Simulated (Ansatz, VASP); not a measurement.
# Ni (Ni wire of staggered 4-rings about a central row): VASP beside Ansatz

Aim: how closely do two programs agree when they are given the same cell, functional and k mesh? The structure shown is the start of the Ansatz relaxation below; VASP solves that cell, so the two are compared at the walk's first step.

Main program and level: Ansatz 0.2.0; plane waves, with VASP 6.6.1 beside it; single point at PBE.

## Step 1: The starting structure

The cell holds 10 atoms: 10 Ni. Cell: a = 10.982 Å, b = 10.982 Å, c = 4.281 Å, α = 90.0°, β = 90.0°, γ = 90.0°. Vacuum lies along a and b. The structure's axis is c.

Structure file:

```cif
data_structure
_symmetry_space_group_name_H-M 'P 1'
_symmetry_Int_Tables_number 1
_cell_length_a 10.9820
_cell_length_b 10.9820
_cell_length_c 4.2811
_cell_angle_alpha 90.000
_cell_angle_beta 90.000
_cell_angle_gamma 90.000
_cell_volume 516.32
loop_
_atom_site_label
_atom_site_type_symbol
_atom_site_fract_x
_atom_site_fract_y
_atom_site_fract_z
_atom_site_occupancy
Ni1 Ni 0.30960 0.49998 0.00000 1
Ni2 Ni 0.49998 0.69036 0.00000 1
Ni3 Ni 0.49998 0.30960 0.00000 1
Ni4 Ni 0.69036 0.49998 0.00000 1
Ni5 Ni 0.49998 0.49998 0.25000 1
Ni6 Ni 0.36536 0.63460 0.50000 1
Ni7 Ni 0.36536 0.36536 0.50000 1
Ni8 Ni 0.63460 0.63460 0.50000 1
Ni9 Ni 0.63460 0.36536 0.50000 1
Ni10 Ni 0.49998 0.49998 0.75000 1
```

## Step 2: Ansatz: relaxation, PBE

Ansatz runs on its default PAW (the set named soft_2) files.

The two programs are compared at the cell with which this relaxation starts, whose forces are those of its first step.

input.yaml reads:

```yaml
crystal:
  lattice:
    - [10.982, 0.0, 0.0]
    - [0.0, 10.982, 0.0]
    - [0.0, 0.0, 4.281107296]
  atoms:
    - { symbol: Ni, position: [0.309597523, 0.49997936, 0.0], spin: 0.8 }
    - { symbol: Ni, position: [0.49997936, 0.690361197, 0.0], spin: 0.8 }
    - { symbol: Ni, position: [0.49997936, 0.309597523, 0.0], spin: 0.8 }
    - { symbol: Ni, position: [0.690361197, 0.49997936, 0.0], spin: 0.8 }
    - { symbol: Ni, position: [0.49997936, 0.49997936, 0.25], spin: 0.8 }
    - { symbol: Ni, position: [0.365359072, 0.634599648, 0.5], spin: 0.8 }
    - { symbol: Ni, position: [0.365359072, 0.365359072, 0.5], spin: 0.8 }
    - { symbol: Ni, position: [0.634599648, 0.634599648, 0.5], spin: 0.8 }
    - { symbol: Ni, position: [0.634599648, 0.365359072, 0.5], spin: 0.8 }
    - { symbol: Ni, position: [0.49997936, 0.49997936, 0.75], spin: 0.8 }
magnetization:
  spin_polarized: true
kpoints:
  mp_grid: { grid: [1, 1, 19] }
scf:
  occupations: { method: fermi_dirac, width: 0.05 }
hamiltonian:
  xc: pbe
relax:
  cell: { fix: [a, b, alpha, beta, gamma] }
  max_steps: 60
```

Launch:

```bash
ansatz run input.yaml --threads 8 --pin off --max-ram 16384MiB --backend cpu --events-out ev --progress --plain --runs-dir out
```

Numbers of over 12 decimals in the logs are rounded to 6 here.

The program printed:

```text
Engine: ansatz 0.2.0, x86_64-unknown-linux-gnu
Pseudopotentials: kind: paw
Pseudopotential: Ni, paw, valence charge 18, recommended cutoff 420 eV (normal), Ni.paw.azcp
Functional definition: PBE
  parameter kappa = 0.804
  parameter beta = 0.066725
  exchange = pbe_x(kappa = kappa, mu = beta*pi^2/3)
  correlation = pbe_c(beta = beta)
Crystal: 10 atoms, lattice volume = 516.320 Å³
Basis set: ecut = 420 eV, 10071 PW (Γ), exchange–correlation on 150×150×60 points (8 copies of the dense FFT grid, shifted against one another)
Bands: 113, of which v1, the nominal top of the filled ones, is band 90 counted from 1 (89 counted from 0)
Symmetry: 16 space group operations
Space group: P4/mmm (ITA 123), of the structure as read, at distance tolerance 8.0e-5 Å
Magnetic group: BNS 123.339 (UNI 999), of the structure as read, at distance tolerance 8.0e-5 Å
k-points: 10 of 19
Non-local potential: Ni, projectors of the file, l = 0: 3, l = 1: 2, l = 2: 3, l = 3: 1
PAW form: soft (Blöchl's): semilocal exchange-correlation on the pseudo side does not see the compensation charge
PAW one-centre angular grid: Ni, 590 points (default); XC on 64 Gauss nodes
Initial density: superposition of atomic densities (neutral atoms: chi_scale 0, normalization atom)
Starting moments: Σ|m| = 8 μB on 10 of 10 sites
Initial wavefunctions: pseudopotential atomic-orbital guess
Functional: x = pbe(κ = 0.804, μ = 0.219515), c = pbe(β = 0.066725)
SCF iter   1: F=—  HF=-58370.990153 eV  |F-HF|=—  |Δ(HF+E_count)|=         —  Δρ=2.77e-2 (↑2.77e-2 ↓2.54e-2)  dr2=2.34e1  dr2_m=6.26e-1  M=7.934 μB ∫|m|=8.483 μB  β_m=0.30  ethr=3.10e-3  ⟨swp⟩=8.3  Hψ=10890  notcnv=0  defer=29
Mixer restart at iter 1: flushing history
preconditioner: auto → LDOS  [metal: Δε(μ)=0.016 eV  Ē_g=5.632 eV  σ=0.050 eV  W_gap=0.08  n_scr=106 (ndim 8)  ℏωp=16.3 eV  f_vac=0.634  D(μ)=27.06/eV (n_scr^D=244)]
spin=Collinear: LDOS preconditioning applied to the charge; magnetization (m = ρ↑ − ρ↓) channel mixes plain (no charge-response kernel on spin).
SCF iter   2: F=—  HF=-58374.006442 eV  |F-HF|=—  |Δ(HF+E_count)|=    3.02e0  Δρ=1.78e-2 (↑1.78e-2 ↓1.28e-2)  dr2=4.38e0  dr2_m=3.92e-1  M=7.950 μB ∫|m|=8.708 μB  β_m=0.40  ethr=3.10e-3  ⟨swp⟩=2.9  Hψ=3947  notcnv=0  defer=184
SCF iter   3: F=—  HF=-58380.715776 eV  |F-HF|=—  |Δ(HF+E_count)|=    6.71e0  Δρ=8.44e-3 (↑4.67e-3 ↓8.44e-3)  dr2=2.85e-1  dr2_m=1.48e-1  M=7.989 μB ∫|m|=8.964 μB  β_m=0.49  ethr=2.43e-3  ⟨swp⟩=3.0  Hψ=3719  notcnv=0  defer=195
SCF iter   4: F=—  HF=-58382.292439 eV  |F-HF|=—  |Δ(HF+E_count)|=         —  Δρ=5.64e-3 (↑3.89e-3 ↓5.64e-3)  dr2=2.92e-1  dr2_m=3.38e-2  M=7.616 μB ∫|m|=8.761 μB  β_m=0.49  ethr=1.58e-4  ⟨swp⟩=2.8  Hψ=3320  notcnv=0  defer=196
SCF iter   5: F=—  HF=-58383.255866 eV  |F-HF|=—  |Δ(HF+E_count)|=   9.63e-1  Δρ=3.13e-3 (↑9.46e-4 ↓3.13e-3)  dr2=5.36e-2  dr2_m=1.37e-2  M=7.420 μB ∫|m|=8.671 μB  β_m=0.74  ethr=1.58e-4  ⟨swp⟩=3.0  Hψ=3528  notcnv=0  defer=196
SCF iter   6: F=—  HF=-58383.499870 eV  |F-HF|=—  |Δ(HF+E_count)|=   2.44e-1  Δρ=2.82e-3 (↑8.21e-4 ↓2.82e-3)  dr2=2.91e-2  dr2_m=1.11e-2  M=7.221 μB ∫|m|=8.533 μB  β_m=0.87  ethr=2.98e-5  ⟨swp⟩=2.0  Hψ=3752  notcnv=0  defer=205
SCF iter   7: F=—  HF=-58383.517724 eV  |F-HF|=—  |Δ(HF+E_count)|=   1.79e-2  Δρ=2.68e-3 (↑2.05e-3 ↓2.68e-3)  dr2=6.22e-2  dr2_m=1.32e-3  M=7.209 μB ∫|m|=8.534 μB  β_m=0.72  ethr=1.61e-5  ⟨swp⟩=2.2  Hψ=4329  notcnv=0  defer=205
SCF iter   8: F=—  HF=-58383.507301 eV  |F-HF|=—  |Δ(HF+E_count)|=   1.04e-2  Δρ=6.52e-4 (↑2.60e-4 ↓6.52e-4)  dr2=1.43e-3  dr2_m=6.30e-4  M=7.183 μB ∫|m|=8.497 μB  β_m=0.86  ethr=1.61e-5  ⟨swp⟩=2.0  Hψ=3494  notcnv=0  defer=205
SCF iter   9: F=—  HF=-58383.507234 eV  |F-HF|=—  |Δ(HF+E_count)|=   6.64e-5  Δρ=2.05e-4 (↑8.73e-5 ↓2.05e-4)  dr2=2.81e-4  dr2_m=3.86e-5  M=7.179 μB ∫|m|=8.489 μB  β_m=0.93  ethr=7.95e-7  ⟨swp⟩=2.0  Hψ=3550  notcnv=0  defer=205
[...]
SCF 4 converged in 9 iterations: F = -58383.709742 eV  dr2 = 2.25e-8
relax step   4: F+E_penalty+E_count = -58383.70974179 eV  Δ(F+E_penalty+E_count) = -1.886e-3 eV  max|allowed force component| = 1.313e-3 eV/Å  Δτ_max = 0.0050 Å  P = +0.028 GPa  Ω = 528.591 Å³  energy of the carried Pulay correction = -1.275e-3 eV  fix = [a, b, alpha, beta, gamma]  reactions: a +0.030, b +0.030 GPa  (9 SCF iters, dr2 threshold 3.08e-7 eV, accepted)
Initial wavefunctions: pseudopotential atomic-orbital guess (no wavefunctions were taken with the density)
[...]
preconditioner: auto → LDOS  [metal: Δε(μ)=0.013 eV  Ē_g=5.276 eV  σ=0.050 eV  W_gap=0.06  n_scr=22 (ndim 8)  ℏωp=16.2 eV  f_vac=0.673  D(μ)=18.11/eV (n_scr^D=134)]
spin=Collinear: LDOS preconditioning applied to the charge; magnetization (m = ρ↑ − ρ↓) channel mixes plain (no charge-response kernel on spin).
[...]
SCF iter   6: F=—  HF=-58383.710988 eV  |F-HF|=—  |Δ(HF+E_count)|=   2.07e-5  Δρ=1.30e-6 (↑7.05e-7 ↓1.30e-6)  dr2=1.28e-8  dr2_m=2.23e-9  M=7.329 μB ∫|m|=8.589 μB  β_m=0.65  ethr=6.72e-11  ⟨swp⟩=3.1  Hψ=4425  notcnv=0
SCF iter   7: F=—  HF=-58383.710988 eV  |F-HF|=—  |Δ(HF+E_count)|=   1.22e-7  Δρ=5.40e-7 (↑3.02e-7 ↓5.40e-7)  dr2=9.12e-10  dr2_m=6.46e-10  M=7.329 μB ∫|m|=8.589 μB  β_m=0.81  ethr=7.08e-12  ⟨swp⟩=3.0  Hψ=4025  notcnv=0
SCF iter   8: F=—  HF=-58383.711005 eV  |F-HF|=—  |Δ(HF+E_count)|=   1.71e-5  Δρ=1.52e-6 (↑1.36e-6 ↓1.52e-6)  dr2=2.13e-8  dr2_m=5.81e-9  M=7.329 μB ∫|m|=8.588 μB  β_m=0.81  ethr=1.00e-12  ⟨swp⟩=6.1  Hψ=8562  notcnv=0
SCF iter   9: F=—  HF=-58383.711005 eV  |F-HF|=—  |Δ(HF+E_count)|=   2.36e-8  Δρ=1.37e-6 (↑1.23e-6 ↓1.37e-6)  dr2=1.56e-8  dr2_m=4.91e-9  M=7.329 μB ∫|m|=8.588 μB  β_m=0.91  ethr=1.00e-12  ⟨swp⟩=2.0  Hψ=3260  notcnv=0
SCF iter  10: F=—  HF=-58383.711005 eV  |F-HF|=—  |Δ(HF+E_count)|=   3.85e-8  Δρ=5.36e-7 (↑5.36e-7 ↓4.64e-7)  dr2=2.73e-9  dr2_m=3.77e-10  M=7.329 μB ∫|m|=8.588 μB  β_m=0.84  ethr=1.00e-12  ⟨swp⟩=3.2  Hψ=5178  notcnv=0
SCF iter  11: F=—  HF=-58383.711005 eV  |F-HF|=—  |Δ(HF+E_count)|=   3.42e-8  Δρ=2.29e-7 (↑1.50e-7 ↓2.29e-7)  dr2=1.90e-10  dr2_m=1.38e-10  M=7.329 μB ∫|m|=8.588 μB  β_m=0.92  ethr=1.00e-12  ⟨swp⟩=3.3  Hψ=4450  notcnv=0
SCF iter  12: F=—  HF=-58383.711005 eV  |F-HF|=—  |Δ(HF+E_count)|=   1.27e-9  Δρ=2.27e-7 (↑1.54e-7 ↓2.27e-7)  dr2=3.69e-10  dr2_m=1.03e-10  M=7.329 μB ∫|m|=8.588 μB  β_m=0.96  ethr=1.00e-12  ⟨swp⟩=2.0  Hψ=3287  notcnv=0
SCF iter  13: F=—  HF=-58383.711005 eV  |F-HF|=—  |Δ(HF+E_count)|=  9.02e-10  Δρ=1.55e-7 (↑1.20e-7 ↓1.55e-7)  dr2=2.79e-10  dr2_m=5.36e-11  M=7.329 μB ∫|m|=8.588 μB  β_m=0.88  ethr=1.00e-12  ⟨swp⟩=1.9  Hψ=2692  notcnv=0
SCF iter  14: F=—  HF=-58383.711005 eV  |F-HF|=—  |Δ(HF+E_count)|=  2.91e-10  Δρ=9.34e-8 (↑9.34e-8 ↓7.00e-8)  dr2=6.27e-11  dr2_m=1.81e-11  M=7.329 μB ∫|m|=8.588 μB  β_m=0.75  ethr=1.00e-12  ⟨swp⟩=1.9  Hψ=2403  notcnv=0
SCF iter  15: F=-58383.711005 eV  HF=-58383.711005 eV  |F-HF|=7.28e-11  |Δ(HF+E_count)|=  2.91e-10  Δρ=7.88e-8 (↑3.61e-8 ↓7.88e-8)  dr2=2.81e-11  dr2_m=1.12e-11  M=7.329 μB ∫|m|=8.588 μB  ethr=1.00e-12  ⟨swp⟩=3.0  Hψ=7252  notcnv=0
SCF 5 converged in 15 iterations: F = -58383.711005 eV  dr2 = 2.81e-11
relax step   5: F+E_penalty+E_count = -58383.71100544 eV  Δ(F+E_penalty+E_count) = -1.264e-3 eV  max|allowed force component| = 1.508e-3 eV/Å  Δτ_max = 0.0000 Å  P = +0.027 GPa  Ω = 528.591 Å³  fix = [a, b, alpha, beta, gamma]  reactions: a +0.029, b +0.029 GPa  stress off target by 2.29e-2 GPa on what of the cell is left free  SCF on the basis re-selected at this cell (its energy is not comparable with the rows above)  (15 SCF iters)
basis re-selected at this cell: Δ(F+E_penalty+E_count) = -1.264e-3 eV, ΔP = -0.001 GPa vs the last step (what re-selecting the basis moved, of the pressure what is left beyond the Pulay correction that the steps carried, after the strain that the cell walked since its last selection, with what the two solves' SCF thresholds leave and, on support functions, any second-order correction that the steps lacked; it is no m [...]
SCF converged after 15 iterations
Magnetization: 7.3287 μB (93.6644 up, 86.3356 down)
Absolute magnetization: 8.5951 μB (∫|ρ↑−ρ↓|, with the PAW one-centre terms)
Spin contamination: 0.1607 ħ² per cell (⟨S²⟩ above its minimum at these occupations)
Per-site moments (μB) at R_I (Å): [(0.757286, 0.943792), (0.757286, 0.943792), (0.757286, 0.943792), (0.757286, 0.943792), (0.851335, 0.903783), (0.758350, 0.943833), (0.758350, 0.943833), (0.758350, 0.943833), (0.758350, 0.943833), (0.851335, 0.903783)]
Free energy (F): -58383.711005 eV
Harris-Foulkes:  -58383.711005 eV  (|F-HF|=7.28e-11)
Internal energy: -58383.557185 eV  (E = F + TS)
E sigma→0 (E₀):  -58383.634095 eV
Entropy (-TS):   -0.153820 eV (-15.382 meV/atom)
Fermi energy:    0.563117 eV
--- Per-component energies (eV) ---
  E_band       = -5952.961042
  E_kinetic    = 2819.737260
  E_local      = -135023.034071  (includes V_loc(G=0)·N_el)
  E_nonlocal   = 6417.005685
  E_hartree    = 63119.807463
  E_xc         = -827.456944
  E_vxc        = -1064.947696  (∫ρ·V_xc dr)
  E_paw        = -16346.324160  (= ΣΔE_a)
  E_vpaw       = -5341.343727  (= ΣTr[D̂ρ^β])
  E_aug_tail   = 0.004857  (compensation charges beyond the density's cutoff)
  E_ewald      = 21456.702724
  E_smearing   = -0.153820  (= −TS)
  E_closure    = -0.000000  (closes the sum)
  Σ components = -58383.711005   (vs F -58383.711005, Δ=0.00e0)
--- Forces (eV/Å), atoms counted from 1 ---
  atom   1  Ni     0.00150798    -0.00000000     0.00000000
  atom   2  Ni    -0.00000000    -0.00150798     0.00000000
  atom   3  Ni    -0.00000000     0.00150798     0.00000000
  atom   4  Ni    -0.00150798    -0.00000000     0.00000000
  atom   5  Ni     0.00000000    -0.00000000    -0.00119207
  atom   6  Ni     0.00079504    -0.00079504     0.00000000
  atom   7  Ni     0.00079504     0.00079504     0.00000000
  atom   8  Ni    -0.00079504    -0.00079504     0.00000000
  atom   9  Ni    -0.00079504     0.00079504     0.00000000
  atom  10  Ni     0.00000000    -0.00000000     0.00119207
  max |Σ_I F_I| component: 3.25e-19 eV/Å
--- Stress (GPa, compression-positive) ---
        0.028928       0.000000       0.000000
        0.000000       0.028928       0.000000
        0.000000       0.000000       0.022901
  P = ⅓ Tr σ = 0.0269 GPa (0.269 kbar)
--- Relaxed structure (4 steps of the walk, 4 accepted, 1 SCFs on fresh bases) ---
  F+E_penalty+E_count = -58383.71100544 eV   max|allowed force component| = 1.508e-3 eV/Å   (the final SCF, on the basis selected at the relaxed cell)
  cell:  # Å, volume = 528.5910 Å³
    - [10.982, 0.0, 0.0]
    - [0.0, 10.982, 0.0]
    - [0.0, 0.0, 4.382853]
  atoms:
    - { symbol: Ni, position: [0.317096, 0.49997936, 0] }
    - { symbol: Ni, position: [0.49997936, 0.682863, 0] }
    - { symbol: Ni, position: [0.49997936, 0.317096, 0] }
    - { symbol: Ni, position: [0.682863, 0.49997936, 0] }
    - { symbol: Ni, position: [0.49997936, 0.49997936, 0.250050] }
    - { symbol: Ni, position: [0.370638, 0.629320, 0.5] }
    - { symbol: Ni, position: [0.370638, 0.370638, 0.5] }
    - { symbol: Ni, position: [0.629320, 0.629320, 0.5] }
    - { symbol: Ni, position: [0.629320, 0.370638, 0.5] }
    - { symbol: Ni, position: [0.49997936, 0.49997936, 0.749950] }
```

The column dr2 measures how far the density is from self-consistency, as an energy; F and HF (Harris–Foulkes) agree once it is small.

(Continued in part 2 of 2.)

[Lines on the potential files, build, host, timing and source positions are cut from VASP's logs without a mark.]

[Logs are printed without paths, hosts, clocks, repeated set-up lines and the standing remarks that a program may print on its own settings, such as how far it seeks lower states.]

[Hosts, paths, dates, database ids (printed as entryN), source tags and the programs' standing remarks are cut or masked in the printed files.]
